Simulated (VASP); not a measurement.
InSe: atomic charges with LDA

The system is InSe.

```
In Se
1.0
     4.04733    0.00000    0.00000
    -2.02366    3.50509    0.00000
     0.00000    0.00000   18.05206
In Se
4 4
Direct
  0.33333 0.66667 0.07739
  0.33333 0.66667 0.92261
  0.00000 0.00000 0.42261
  0.00000 0.00000 0.57739
  0.33333 0.66667 0.35298
  0.33333 0.66667 0.64702
  0.66667 0.33333 0.14700
  0.66667 0.33333 0.85300
```

Measurements of this composition are mostly on another form, of space group No. 160.

| Item | Value |
| --- | --- |
| Program | VASP 6.6.1 |
| Task | atomic charges |
| Functional | LDA |
| Potentials or basis | VASP PAW LDA potentials, release 64 (In_d, Se) |
| Cutoff | 520 eV |
| k mesh | 6 × 6 × 2 |
| Occupations | gaussian, width 0.02 eV |
| Spin | no spin polarisation |
| Further INCAR settings | ALGO = Fast; EDIFF = 1e-06 |

The pressure is -2.2 GPa, the largest force is 0.128 eV/Å and the band gap on the k mesh is 0.51 eV, direct. The valence electrons inside the program's atomic spheres are In 11.42; Se 3.82.

Forces in eV/Å, atoms in the order of the input:
```
In   0.000  0.000 -0.027
In   0.000  0.000  0.027
In   0.000  0.000  0.028
In   0.000  0.000 -0.028
Se   0.000  0.000  0.128
Se   0.000  0.000 -0.128
Se   0.000  0.000 -0.128
Se   0.000  0.000  0.128
```

Stress tensor (GPa, compression positive):
```
-2.22  0.00  0.00
 0.00 -2.22  0.00
 0.00  0.00 -2.03
```

Levels at points of the mesh, in eV from the valence-band top:
```tsv
k point	band 35	band 36	band 37	band 38	band 39	band 40	band 41	band 42
(0.00, 0.00, 0.00)	-0.99	-0.94	-0.94	0.00	0.51	1.36	2.06	2.10
(0.50, 0.00, 0.00)	-1.94	-1.87	-1.48	-1.35	1.57	1.61	1.80	1.85
(0.00, 0.00, 0.50)	-0.96	-0.96	-0.61	-0.60	1.04	1.05	2.08	2.09
(0.50, 0.00, 0.50)	-1.91	-1.91	-1.41	-1.37	1.48	1.57	1.82	1.97
```

Run time: 2.5 min on 1 thread of AMD EPYC 9R45 96-Core Processor (Zen 5) (shared host), peak memory 0.3 GiB.

Caveat: spin-orbit coupling is left out, which moves the levels of the heavy elements. Expect the measured gap to be larger: semilocal functionals such as LDA lack the derivative discontinuity.
